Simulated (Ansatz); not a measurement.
Structure: GaAs (started from an entry of an open crystallographic database), at its r2SCAN minimum. It is cubic, F-43m (No. 216); a = 5.666 Å in the conventional setting, 22.74 Å³ an atom. Ga is surrounded by 4 As at 2.45 Å; As is surrounded by 4 Ga at 2.45 Å.

```xyz
2
Lattice="0.0000 2.8331 2.8331 2.8331 0.0000 2.8331 2.8331 2.8331 0.0000" Properties=species:S:1:pos:R:3 pbc="T T T"
Ga    0.0000    0.0000    0.0000
As    1.4165    1.4165    1.4165
```

4 runs of Ansatz on this cell differ in the functional (and in the settings that go with it). Levels are in eV from each run's valence top; v1 is the last filled band, c1 the first empty one.

Run A, mean stress +2.8 GPa (compression positive):
```tsv
point	v4	v3	v2	v1	c1	c2
Γ	-12.68	0.00	0.00	0.00	0.47	3.74
X	-10.21	-6.78	-2.65	-2.65	1.48	1.67
U	-10.25	-6.59	-3.82	-2.24	1.97	4.63
L	-10.94	-6.60	-1.13	-1.13	0.98	4.64
```

Run B, mean stress -2.3 GPa (compression positive):
```tsv
point	v4	v3	v2	v1	c1	c2
Γ	-12.74	0.00	0.00	0.00	0.23	3.68
X	-10.27	-6.84	-2.66	-2.66	1.36	1.56
U	-10.31	-6.66	-3.85	-2.24	1.86	4.53
L	-11.00	-6.66	-1.13	-1.13	0.83	4.59
```

Run C, mean stress +0.4 GPa (compression positive):
```tsv
point	v4	v3	v2	v1	c1	c2
Γ	-14.02	0.00	0.00	0.00	1.95	5.20
X	-11.30	-7.47	-2.94	-2.94	2.71	2.97
U	-11.34	-7.25	-4.24	-2.48	3.28	6.18
L	-12.11	-7.30	-1.25	-1.25	2.36	6.13
```

Run D, mean stress 0.0 GPa (compression positive):
```tsv
point	v4	v3	v2	v1	c1	c2
Γ	-13.16	0.00	0.00	0.00	0.96	4.05
X	-10.56	-6.95	-2.75	-2.75	1.77	1.96
U	-10.60	-6.76	-3.94	-2.32	2.28	5.02
L	-11.33	-6.77	-1.17	-1.17	1.35	4.99
```

Task: Match the runs to LDA, PBE, r2SCAN, PBE0.

Result: A is PBE, B is LDA, C is PBE0, D is r2SCAN. In order of the gap: LDA 0.23, PBE 0.47, r2SCAN 0.96, PBE0 1.95 eV. The stress vanishes for r2SCAN, which relaxed the cell.

Calculated for a static, non-magnetic cell.

The runs are scalar-relativistic, without spin-orbit coupling.

The stress of a hybrid is loosely converged in these runs.

The meshes of the hybrids are coarse, so their gaps aren't converged to the digits shown.
